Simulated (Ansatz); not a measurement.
Start of a relaxation, (221) slab as cut from the bulk (TiC, Fm-3m (No. 225), (2 2 1) face):

```
CELL_PARAMETERS angstrom
3.03587 0.00000 0.00000
0.00000 9.10762 0.00000
0.00000 0.00000 25.73343
ATOMIC_POSITIONS crystal
Ti 0.50000 0.27778 0.29145
C 0.00000 0.77778 0.29145
Ti 0.00000 0.55556 0.31926
C 0.50000 0.05556 0.31926
Ti 0.50000 0.83333 0.34706
C 0.00000 0.33333 0.34706
Ti 0.00000 0.11111 0.37487
C 0.50000 0.61111 0.37487
Ti 0.50000 0.38889 0.40268
C 0.00000 0.88889 0.40268
Ti 0.00000 0.66667 0.43048
C 0.50000 0.16667 0.43048
Ti 0.50000 0.94444 0.45829
C 0.00000 0.44444 0.45829
Ti 0.00000 0.22222 0.48610
C 0.50000 0.72222 0.48610
Ti 0.50000 0.50000 0.51390
C 0.00000 0.00000 0.51390
Ti 0.00000 0.77778 0.54171
C 0.50000 0.27778 0.54171
Ti 0.50000 0.05556 0.56952
C 0.00000 0.55556 0.56952
Ti 0.00000 0.33333 0.59732
C 0.50000 0.83333 0.59732
Ti 0.50000 0.61111 0.62513
C 0.00000 0.11111 0.62513
Ti 0.00000 0.88889 0.65294
C 0.50000 0.38889 0.65294
Ti 0.50000 0.16667 0.68074
C 0.00000 0.66667 0.68074
Ti 0.00000 0.44444 0.70855
C 0.50000 0.94444 0.70855
```

The calculation used DFT PBEsol, scalar-relativistic, plane waves, PAW (Ansatz 0.2.0). Cutoff 420 eV; k points 11×4×1 on the computed 32-atom cell (Γ-centred); Gaussian smearing, width 0.10 eV; no spin polarisation. A dipole correction removes the field between periodic images along c.

All atoms are free. The cell is fixed. Force threshold 0.02 eV/Å.

Question: Where does it end?

Answer: The energy falls by 2.526 eV in 7 steps, to:

```
CELL_PARAMETERS angstrom
3.03587 0.00000 0.00000
0.00000 9.10762 0.00000
0.00000 0.00000 25.73343
ATOMIC_POSITIONS crystal
Ti 0.50000 0.25484 0.29730
C 0.00000 0.75625 0.29565
Ti 0.00000 0.56360 0.32549
C 0.50000 0.06313 0.32154
Ti 0.50000 0.83617 0.34278
C 0.00000 0.33140 0.34132
Ti 0.00000 0.10537 0.37624
C 0.50000 0.60962 0.37500
Ti 0.50000 0.38770 0.40462
C 0.00000 0.88875 0.40197
Ti 0.00000 0.66866 0.43181
C 0.50000 0.16780 0.43102
Ti 0.50000 0.94273 0.45802
C 0.00000 0.44339 0.45749
Ti 0.00000 0.22170 0.48601
C 0.50000 0.72246 0.48617
Ti 0.50000 0.50053 0.51399
C 0.00000 0.99976 0.51383
Ti 0.00000 0.77949 0.54198
C 0.50000 0.27883 0.54251
Ti 0.50000 0.05356 0.56819
C 0.00000 0.55442 0.56898
Ti 0.00000 0.33453 0.59538
C 0.50000 0.83347 0.59803
Ti 0.50000 0.61685 0.62376
C 0.00000 0.11260 0.62500
Ti 0.00000 0.88606 0.65722
C 0.50000 0.39083 0.65868
Ti 0.50000 0.15862 0.67451
C 0.00000 0.65910 0.67846
Ti 0.00000 0.46738 0.70270
C 0.50000 0.96597 0.70435
```

Cost: 1 run of about 28 core-minutes, on Intel Xeon Platinum 8488C (Sapphire Rapids) (shared hosts).